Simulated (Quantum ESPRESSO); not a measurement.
# ZnS: relaxation of cell and atoms with LDA

The system is ZnS.

```xyz
2
Lattice="0.0000 2.7020 2.7020 2.7020 0.0000 2.7020 2.7020 2.7020 0.0000" Properties=species:S:1:pos:R:3 pbc="T T T"
Zn    4.0530    4.0530    4.0530
S     0.0000    0.0000    0.0000
```

* Program: Quantum ESPRESSO 7.5
* Task: relaxation of cell and atoms
* Functional: LDA
* Potentials or basis: SSSP 1.3 efficiency PBE
* Cutoff: 857 eV
* Density cutoff: 6884 eV
* k mesh: 9 × 9 × 9
* Occupations: fermi-dirac, width 0.05 eV
* Spin: no spin polarisation
* Target pressure: 2 GPa
* Form of the LDA correlation: PZ81
* Mixing beta: 0.5
* Most SCF iterations: 120
* SCF threshold: 4e-10 Ry
* Most ionic steps: 40
* Forc conv thr: 0.0004 Ry/bohr
* Etot conv thr: 1e-05 Ry
* Ion dynamics: bfgs
* Cell dynamics: bfgs
* Press conv thr: 0.3 kbar

```yaml
Relaxed_volume: 18.19 Å³/atom
Relaxed_cell: a = 3.719 Å, b = 3.719 Å, c = 3.719 Å, α = 60.00°, β = 60.00°, γ = 60.00°
Space_group_after_relaxing_to_0.05_Å: F-43m (No. 216)
Energy_change_on_relaxing_the_enthalpy_is_what_falls: -14.0 meV/atom
Ionic_steps: 4
Pressure_after_relaxing: 2.1 GPa
Band_gap_on_the_k_mesh: 2.12 eV, direct
```

The path:
```tsv
step	energy change (eV)	largest force (eV/Å)	pressure (GPa)	volume (Å³)
1	0.0000	0.0000	-4.43	39.45
2	-0.0264	0.0000	-2.13	38.17
3	-0.0272	0.0000	2.15	36.31
4	-0.0281	0.0000	1.99	36.37
```

Final structure:
```yaml
crystal:
  lattice:
    - [0.00000, 2.62970, 2.62970]
    - [2.62970, 0.00000, 2.62970]
    - [2.62970, 2.62970, 0.00000]
  atoms:
    - { symbol: Zn, position: [0.75000, 0.75000, 0.75000] }
    - { symbol: S, position: [0.00000, 0.00000, 0.00000] }
```

Levels at points of the mesh, in eV from the valence-band top:
| k point | band 10 | band 11 | band 12 | band 13 | band 14 | band 15 | band 16 | band 17 |
| --- | --- | --- | --- | --- | --- | --- | --- | --- |
| (0.00, 0.00, 0.00) | -6.22 | 0.00 | 0.00 | 0.00 | 2.12 | 6.08 | 6.08 | 6.08 |

Wall time 2.8 min on 1 thread of Arm Neoverse V1, with other jobs on the host, peak memory 0.24 GiB.

Caveat: the potentials were made for another functional, which shifts forces and pressure. As with any semilocal functional, this LDA gap is likely too small.
